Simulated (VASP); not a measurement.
# Ca (Immm) in VASP: a series of runs

One crystal, Ca, is run at these levels: PBE; tasks: single point.

All numbers are computed with VASP 6.6.1; they aren't measurements. Logs are shortened: lines on timing, memory, paths and dates and some standing lists are left out, and cuts for length are marked.

### 1 The crystal as given

It takes space group Immm (No. 71, orthorhombic). The conventional cell has a = 4.193 Å, b = 4.203 Å, c = 4.891 Å, α = 90.00°, β = 90.00°, γ = 90.00°. Ca (site symmetry mmm) is surrounded by 12 Ca at 3.85 to 4.20 Å.

This isn't the form of Ca at room conditions, which is fcc.

### 2 Single point, PBE

The input, INCAR:

```
PREC     = Accurate       # precision mode
ENCUT    = 400            # plane-wave cutoff, eV
EDIFF    = 1E-6           # SCF threshold, eV
ISMEAR   = 1              # smearing method
SIGMA    = 0.2            # smearing width, eV
LREAL    = False          # projectors in reciprocal space
LASPH    = True           # aspherical terms in the spheres
NELM     = 100            # most SCF steps
ALGO     = Normal         # electronic algorithm
ISIF     = 2              # what is computed and relaxed
LWAVE    = False          # write WAVECAR
LCHARG   = False          # write CHGCAR
GGA      = PE             # functional
ADDGRID  = False
```

The input, KPOINTS:

```
Automatic mesh
0
Gamma
  12 12 12
```

The input, POSCAR:

```
Ca
1.0
   -2.0964874600      2.1017318100      2.4453524600
    2.0964874600     -2.1017318100      2.4453524600
    2.0964874600      2.1017318100     -2.4453524600
Ca
1
Direct
    0.5000000000      0.5000000000      0.0000000000
```

Potentials or basis: VASP PAW PBE potentials, release 64 (Ca_pv).

On the command line:

```
$ cat potpaw_PBE.64/Ca_pv/POTCAR > POTCAR
$ mpirun -np 1 vasp_std > vasp.out
```

OUTCAR:

```text
PREC = Accurate
   ENCUT = 400
   EDIFF = 1E-6
   ISMEAR = 1
   LREAL = False
   LASPH = True
   NELM = 100
   ISIF = 2
   GGA = PE

 Found    280 irreducible k-points:

 Following reciprocal coordinates:
            Coordinates               Weight
  0.000000  0.000000  0.000000      1.000000
  0.083333  0.000000 -0.000000      4.000000
  0.166667  0.000000  0.000000      4.000000
  0.250000 -0.000000  0.000000      4.000000
  0.333333  0.000000  0.000000      4.000000
  0.416667  0.000000  0.000000      4.000000
   k-points           NKPTS =    280   k-points in BZ     NKDIM =    280   number of bands    NBANDS=      8
   number of dos      NEDOS =    301   number of ions     NIONS =      1
   total plane-waves  NPLWV =  21952
   dimension x,y,z NGX =    28 NGY =   28 NGZ =   28
   dimension x,y,z NGXF=    56 NGYF=   56 NGZF=   56
   ions per type =               1
   NGX,Y,Z   is equivalent  to a cutoff of  12.10, 12.10, 12.10 a.u.
   NGXF,Y,Z  is equivalent  to a cutoff of  24.21, 24.21, 24.21 a.u.
 SYSTEM =  unknown system
   PREC   = accura    normal or accurate (medium, high low for compatibility)
   ISTART =      0    job   : 0-new  1-cont  2-samecut
   ICHARG =      2    charge: 1-file 2-atom 10-const
   ISPIN  =      1    spin polarized calculation?
   LNONCOLLINEAR =      F non collinear calculations
   LSORBIT =      F    spin-orbit coupling
   LASPH  =      T    aspherical Exc in radial PAW
   ENCUT  =  400.0 eV  29.40 Ry    5.42 a.u.   6.27  6.27  6.27*2*pi/ulx,y,z
   NELM   =    100;   NELMIN=  2; NELMDL= -5     # of ELM steps
   EDIFF  = 0.1E-05   stopping-criterion for ELM
   LREAL  =      F    real-space projection
[... 7 lines left out ...]
   TEBEG  =    0.0;   TEEND  =   0.0 temperature during run
   PSTRESS=    0.0 pullay stress
   NELECT =       8.0000    total number of electrons
   NUPDOWN=      -1.0000    fix difference up-down
   EMIN   =  10.00;   EMAX   =-10.00  energy-range for DOS
   EFERMI =   0.00;   METHOD = LEGACY
   ISMEAR =     1;   SIGMA  =   0.20  broadening in eV -4-tet -1-fermi 0-gaus
   EFERMI_NEDOS =   21; number of points for ismear=-14 and -15
   IALGO  =     38    algorithm
   IMIX   =      4    mixing-type and parameters
     AMIX     =   0.40;   BMIX     =  1.00
     AMIX_MAG =   1.60;   BMIX_MAG =  1.00
  volume/ion in A,a.u.               =      43.10       290.85
  Fermi-wavevector in a.u.,A,eV,Ry     =   0.933859  1.764737 11.865532  0.872092
  Thomas-Fermi vector in A             =   2.060604
   LORBIT       =      0    0 simple, 1 ext, 2 COOP (PROOUT), +10 PAW based schemes
   GGA     = PE    functional components
   LHFCALC =     F    Hartree Fock is set to
   AEXX    =    0.0000 exact exchange contribution
   IVDW    =     0    specifies the selected vdW correction
   LEPSILON=     F    determine dielectric tensor
   LRPA    =     F    only Hartree local field effects (RPA)
 non-spin polarized calculation
 Methfessel and Paxton  Order N= 1 SIGMA  =   0.20
  energy-cutoff  :      400.00
  volume of cell :       43.10
 maximum number of plane-waves:       796
 NGX is ok and might be reduce to    28

 number of electron       8.0000002 magnetization

 Free energy of the ion-electron system (eV)
  ---------------------------------------------------
  ext. energy  EPLUGINS =         0.00000000
  ---------------------------------------------------
  free energy    TOTEN  =        -1.90852673 eV

  energy without entropy =       -1.90612592  energy(sigma->0) =       -1.90772646

 E-fermi :   2.1461     XC(G=0):  -7.6335

 val. band max:        2.1321365742   @ k =   0.3333   0.3333   0.0000
 cond. band min:       2.1474007141   @ k =   0.5000  -0.4167   0.3333
 fundamental gap:      0.0152641400
 Fermi energy:         2.1461022914

 k-point     1 :       0.0000    0.0000    0.0000
  band No.  band energies     occupation
      1     -20.8650      2.00000
      2     -20.8645      2.00000
      3     -20.8508      2.00000
      4      -1.8718      2.00000
      5       4.2958     -0.00000
      6       4.3092     -0.00000
      7       4.8898     -0.00000
      8       5.0103     -0.00000

 k-point     2 :       0.0833    0.0000   -0.0000
  band No.  band energies     occupation
      1     -20.8706      2.00000
      2     -20.8673      2.00000
      3     -20.8537      2.00000
      4      -1.7536      2.00000
      5       4.2454     -0.00000
      6       4.3330     -0.00000
      7       4.8873     -0.00000
      8       4.9696     -0.00000

 k-point     3 :       0.1667    0.0000    0.0000
  band No.  band energies     occupation
      1     -20.8927      2.00000
      2     -20.8737      2.00000
      3     -20.8561      2.00000
      4      -1.4066      2.00000
      5       4.0132     -0.00000
      6       4.3083     -0.00000
      7       4.9491     -0.00000
      8       4.9945     -0.00000

 k-point     4 :       0.2500   -0.0000    0.0000
  band No.  band energies     occupation
      1     -20.9249      2.00000
      2     -20.8824      2.00000
      3     -20.8571      2.00000
      4      -0.8550      2.00000
      5       3.5802     -0.00000
      6       4.1626     -0.00000
      7       4.9924     -0.00000
      8       5.3174     -0.00000

 k-point     5 :       0.3333    0.0000    0.0000
  band No.  band energies     occupation
      1     -20.9572      2.00000
      2     -20.8911      2.00000
      3     -20.8578      2.00000
      4      -0.1437      2.00000
      5       3.0411     -0.00000
      6       3.9908     -0.00000
      7       4.9888     -0.00000
      8       5.6684     -0.00000

 k-point     6 :       0.4167    0.0000    0.0000
  band No.  band energies     occupation
      1     -20.9807      2.00000
      2     -20.8975      2.00000
      3     -20.8582      2.00000
      4       0.6428      2.00000
      5       2.4364     -0.05951
      6       3.8656     -0.00000
      7       4.9353     -0.00000
      8       5.7978     -0.00000

 [... further k-points ...]
[... 5 lines left out ...]
  --------------------------------------------------------------------------------------
  -------------------------------------------------------------------------------------
  Total       -0.1405862     -0.1479673     -0.0388331      0.0000000      0.0000000      0.0000000
  in kB       -5.2261552     -5.5005406     -1.4435836      0.0000000      0.0000000      0.0000000
  external PRESSURE =      -4.0567598 kB  Pullay stress =       0.0000000 kB

 VOLUME and BASIS-vectors are now :
 -----------------------------------------------------------------------------
  energy-cutoff  :      400.00
  volume of cell :       43.10
      direct lattice vectors                 reciprocal lattice vectors
    -2.096487460  2.101731810  2.445352460     0.000000000  0.237899050  0.204469502
     2.096487460 -2.101731810  2.445352460     0.238494153  0.000000000  0.204469502
     2.096487460  2.101731810 -2.445352460     0.238494153  0.237899050  0.000000000

 POSITION                                       TOTAL-FORCE (eV/Angst)
 -----------------------------------------------------------------------------------
      0.00000      0.00000      2.44535         0.000000      0.000000      0.000000
 -----------------------------------------------------------------------------------
    total drift:                                0.000000     -0.000000      0.000000

  FREE ENERGIE OF THE ION-ELECTRON SYSTEM (eV)
  ---------------------------------------------------
  free  energy   TOTEN  =        -1.9085267321 eV

  energy  without entropy=       -1.9061259160  energy(sigma->0) =       -1.90772646
```

Run time: 32 s. Hardware: 1 thread of Intel Xeon Platinum 8488C (Sapphire Rapids), shared host; peak memory 0.2 GiB.

The run converged, but some of its settings lie outside the range that counts as converged, so its numbers aren't taken as properties of the crystal.

Results:

```yaml
Free_energy: -1.9085 eV
Pressure: -0.4 GPa
Band_gap_on_the_k_mesh: none (metal or under the smearing width)
```

### 3 Single point, PBE

This run uses another cell than the first one, of the same volume but with other edges.

INCAR is that of step 2.

KPOINTS is that of step 2.

The input, POSCAR:

```
Ca
1.0
   -2.1296130000      2.1366080000      2.5183870000
    2.0452440000     -2.1127450000      2.4255450000
    2.0940060000      2.0772270000     -2.4978770000
Ca
1
Direct
    0.5036690000      0.4760610000     -0.0172770000
```

Potentials or basis: VASP PAW PBE potentials, release 64 (Ca_pv).

On the command line:

```
$ cat potpaw_PBE.64/Ca_pv/POTCAR > POTCAR
$ mpirun -np 1 vasp_std > vasp.out
```

It took 93 s on 1 thread of Intel Xeon Platinum 8488C (Sapphire Rapids), shared host; peak memory 0.34 GiB.

The run converged, but some of its settings lie outside the range that counts as converged, so its numbers aren't taken as properties of the crystal.

What came out:

- Free energy: -1.9067 eV
- Pressure: -0.4 GPa
- Band gap on the k mesh: none (metal or under the smearing width)

### 4 Single point, PBE

Edit INCAR of step 3 so:

```diff
@@ -4,3 +4,3 @@
 ISMEAR   = 1              # smearing method
-SIGMA    = 0.2            # smearing width, eV
+SIGMA    = 0.05           # smearing width, eV
 LREAL    = False          # projectors in reciprocal space
```

KPOINTS is that of step 3.

The input, POSCAR:

```
Ca
1.0
   -2.0964874600      2.1017318100      2.4453524600
    2.0964874600     -2.1017318100      2.4453524600
    2.0964874600      2.1017318100     -2.4453524600
Ca
1
Direct
    0.5000000000      0.5000000000      0.0000000000
```

Potentials or basis: VASP PAW PBE potentials, release 64 (Ca_pv).

On the command line:

```
$ cat potpaw_PBE.64/Ca_pv/POTCAR > POTCAR
$ mpirun -np 1 vasp_std > vasp.out
```

OUTCAR:

```text
PREC = Accurate
   ENCUT = 400
   EDIFF = 1E-6
   ISMEAR = 1
   LREAL = False
   LASPH = True
   NELM = 100
   ISIF = 2
   GGA = PE

 Found    280 irreducible k-points:

 Following reciprocal coordinates:
            Coordinates               Weight
  0.000000  0.000000  0.000000      1.000000
  0.083333  0.000000 -0.000000      4.000000
  0.166667  0.000000  0.000000      4.000000
  0.250000 -0.000000  0.000000      4.000000
  0.333333  0.000000  0.000000      4.000000
  0.416667  0.000000  0.000000      4.000000
   k-points           NKPTS =    280   k-points in BZ     NKDIM =    280   number of bands    NBANDS=      8
   number of dos      NEDOS =    301   number of ions     NIONS =      1
   total plane-waves  NPLWV =  21952
   dimension x,y,z NGX =    28 NGY =   28 NGZ =   28
   dimension x,y,z NGXF=    56 NGYF=   56 NGZF=   56
   ions per type =               1
   NGX,Y,Z   is equivalent  to a cutoff of  12.10, 12.10, 12.10 a.u.
   NGXF,Y,Z  is equivalent  to a cutoff of  24.21, 24.21, 24.21 a.u.
 SYSTEM =  unknown system
   PREC   = accura    normal or accurate (medium, high low for compatibility)
   ISTART =      0    job   : 0-new  1-cont  2-samecut
   ICHARG =      2    charge: 1-file 2-atom 10-const
   ISPIN  =      1    spin polarized calculation?
   LNONCOLLINEAR =      F non collinear calculations
   LSORBIT =      F    spin-orbit coupling
   LASPH  =      T    aspherical Exc in radial PAW
[... 55 lines left out ...]
 cond. band min:       2.1469165655   @ k =   0.5000  -0.4167   0.3333
 fundamental gap:      0.0152152140
 Fermi energy:         2.1370818500

 k-point     1 :       0.0000    0.0000    0.0000
  band No.  band energies     occupation
      1     -20.8677      2.00000
      2     -20.8671      2.00000
      3     -20.8526      2.00000
      4      -1.8720      2.00000
      5       4.2946      0.00000
      6       4.3079      0.00000
      7       4.8884      0.00000
      8       5.0085      0.00000
[... 45 lines left out ...]
 k-point     6 :       0.4167    0.0000    0.0000
  band No.  band energies     occupation
      1     -20.9829      2.00000
      2     -20.9002      2.00000
      3     -20.8603      2.00000
      4       0.6425      2.00000
      5       2.4359     -0.00000
      6       3.8645      0.00000
      7       4.9339      0.00000
      8       5.7961      0.00000

 [... further k-points ...]
[... 5 lines left out ...]
  --------------------------------------------------------------------------------------
  -------------------------------------------------------------------------------------
  Total       -0.1460066     -0.1532934     -0.0144947     -0.0000000      0.0000000      0.0000000
  in kB       -5.4276531     -5.6985316     -0.5388273     -0.0000000      0.0000000      0.0000000
  external PRESSURE =      -3.8883374 kB  Pullay stress =       0.0000000 kB

 VOLUME and BASIS-vectors are now :
 -----------------------------------------------------------------------------
  energy-cutoff  :      400.00
  volume of cell :       43.10
      direct lattice vectors                 reciprocal lattice vectors
    -2.096487460  2.101731810  2.445352460     0.000000000  0.237899050  0.204469502
     2.096487460 -2.101731810  2.445352460     0.238494153  0.000000000  0.204469502
     2.096487460  2.101731810 -2.445352460     0.238494153  0.237899050  0.000000000

 POSITION                                       TOTAL-FORCE (eV/Angst)
 -----------------------------------------------------------------------------------
      0.00000      0.00000      2.44535         0.000000      0.000000      0.000000
 -----------------------------------------------------------------------------------
    total drift:                                0.000000     -0.000000      0.000000

  FREE ENERGIE OF THE ION-ELECTRON SYSTEM (eV)
  ---------------------------------------------------
  free  energy   TOTEN  =        -1.9065223864 eV

  energy  without entropy=       -1.9064417414  energy(sigma->0) =       -1.90649550
```

It took 30 s on 1 thread of Intel Xeon Platinum 8488C (Sapphire Rapids), shared host; peak memory 0.2 GiB.

These settings aren't checked as converged: the numbers below hold their error.

Results:

| Property | Result |
| --- | --- |
| Free energy | -1.9065 eV |
| Pressure | -0.4 GPa |
| Band gap on the k mesh | none (metal or under the smearing width) |

### 5 Single point, PBE

This run uses another cell than the first one, of the same volume but with other edges.

INCAR is that of step 4.

KPOINTS is that of step 4.

The input, POSCAR:

```
Ca
1.0
   -2.1296130000      2.1366080000      2.5183870000
    2.0452440000     -2.1127450000      2.4255450000
    2.0940060000      2.0772270000     -2.4978770000
Ca
1
Direct
    0.5036690000      0.4760610000     -0.0172770000
```

On the command line:

```
$ cat potpaw_PBE.64/Ca_pv/POTCAR > POTCAR
$ mpirun -np 1 vasp_std > vasp.out
```

It took 90 s on 1 thread of Intel Xeon Platinum 8488C (Sapphire Rapids), shared host; peak memory 0.34 GiB.

The run converged, but some of its settings lie outside the range that counts as converged, so its numbers aren't taken as properties of the crystal.

What came out:

| Quantity | Value |
| --- | --- |
| Free energy | -1.9056 eV |
| Pressure | -0.4 GPa |
| Band gap on the k mesh | none (metal or under the smearing width) |

### 6 The reference run

An earlier run on the cell as given: functional PBE; potentials or basis VASP PAW PBE potentials, release 64 (Ca_sv); cutoff 520 eV; k mesh 9 × 9 × 9; occupations fermi-dirac, width 0.05 eV; no spin polarisation.

* Pressure: -0.4 GPa
* Band gap on the k mesh: none (metal or under the smearing width)
